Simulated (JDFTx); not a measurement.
**Al under changes of volume**

One of the cells (16.116 Å³/atom); the others are scaled copies at fixed shape and fractional positions:

```
Al
1.0
    -1.59122    1.59122    1.59122
     1.59122   -1.59122    1.59122
     1.59122    1.59122   -1.59122
Al
1
Direct
  0.00000 0.00000 0.00000
```

This isn't the form of Al at room conditions, which is fcc.

```yaml
Program: JDFTx 1.7.0 (patched build)
Functional: PBE
Potentials_or_basis: PseudoDojo-SR-PBE-0.5-standard
Cutoff: 544 eV
Density_cutoff: 2177 eV
k_mesh: 12 × 12 × 12
Occupations: fermi-dirac, width 0.05 eV
Spin: no spin polarisation
```

| volume (Å³/atom) | energy over the lowest point (meV/atom) | pressure (GPa) |
| --- | --- | --- |
| 15.149 | 46.70 | 9.4 |
| 15.471 | 29.92 | 7.3 |
| 15.793 | ? | ? |
| 16.116 | 8.20 | 3.6 |
| 16.438 | 2.55 | 2.0 |
| 16.760 | 0.00 | 0.5 |
| 17.083 | 0.27 | -0.8 |

Problem. What does the run at 15.793 Å³/atom give?

Solution. Energy over the lowest point 17.22 meV/atom; pressure 5.3 GPa.

Worked out: A Birch-Murnaghan fit of order 3 (a polynomial in V^(-2/3)) to the other rows has its minimum at 16.89 Å³/atom with B0 = V·E''(V) = 71 GPa and B' = 3.8. It gives 17.22 meV/atom at 15.793 Å³/atom, against the run's 17.22, and -dE/dV = 5.4 GPa, against 5.3.

Energies are extrapolated to zero smearing.
